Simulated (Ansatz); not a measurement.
Computed properties of CdTe (zincblende)

What experiment reports for this phase, and the runs try to reproduce:
- lattice constant a: 6.486 Å (cubic lattice parameter, literature experiment; quoted in “Electronic structure, structural and optical properties of thermally evaporated CdTe thin films”, 2006, arxiv:cond-mat/0608141)

The calculated numbers come from Ansatz 0.2.0. (Simulation; no magnetic order is allowed.)

The cell is CdTe in the zincblende structure; cell and atoms were relaxed with r2SCAN. It is cubic, F-43m (No. 216); a = 6.560 Å in the conventional setting, 35.29 Å³ an atom. Around Cd lie 4 Te at 2.84 Å; around Te lie 4 Cd at 2.84 Å.

```xyz
2
Lattice="0.0000 3.2800 3.2800 3.2800 0.0000 3.2800 3.2800 3.2800 0.0000" Properties=species:S:1:pos:R:3 pbc="T T T"
Cd    0.0000    0.0000    0.0000
Te    1.6400    1.6400    1.6400
```

Relaxed lattice by functional, symmetry kept:

| functional | k mesh | a (Å) | volume (Å³/atom) |
| --- | --- | --- | --- |
| PBE | 6×6×6 | 6.621 | 36.28 |
| r2SCAN | 6×6×6 | 6.560 | 35.29 |

Gaps on the r2SCAN cell, each the least over its mesh and the special points:
```
  level  k mesh  gap (eV)    kind  edges  least direct gap (eV)       rough cost
    PBE   6×6×6      0.66  direct      Γ                   0.66   7 core-seconds
PBE+SOC   6×6×6      0.39  direct      Γ                   0.39  21 core-seconds
 r2SCAN   6×6×6      1.16  direct      Γ                   1.16   8 core-seconds
  HSE06   4×4×4      1.53  direct      Γ                   1.53  60 core-seconds
   PBE0   4×4×4      2.16  direct      Γ                   2.16  60 core-seconds
```
PBE, PBE+SOC: smearing of 0.02 eV; the others have fixed occupations.
Wave cutoffs: 420 eV, 500 eV (r2SCAN).
Costs come from shared machines and give only the order; PBE's includes the band path. The runs had 2 threads of Arm Neoverse V2 (shared host).

HSE06 gives a direct gap of 1.53 eV at Γ. Spin-orbit coupling changes the PBE gap by -0.27 eV, to 0.39 eV; at Γ the threefold valence level splits into a fourfold and a twofold level 0.85 eV apart, the fourfold one on top.

r2SCAN covers 58 % of the step from PBE to HSE06, while HSE06 needs about 8 times r2SCAN's cost (on a coarser mesh). Spin-orbit coupling moves the least or the direct gap by up to 0.27 eV, so it has to be included where a tenth of an eV counts. All these functionals give a gap of the same kind, direct.

r2SCAN (ground state on 6×6×6): The clamped-ion dielectric constant comes out as 7.53 in all directions. Born charges, averaged over directions: Cd +2.25, Te -2.25 e.

Comparison with experiment:
- Lattice constant a, measured 6.486 Å: PBE 6.621 (+2.1 %), r2SCAN 6.560 (+1.1 %).
The calculated lattice is static; the measured one holds thermal expansion and zero-point motion. Reports marked as nanostructured, strained, doped, implanted or mixed samples, and transport gaps, were set aside.

Only the levels marked +SOC include spin-orbit coupling.

The meshes of the hybrids are coarse, so their gaps aren't converged to the digits shown.
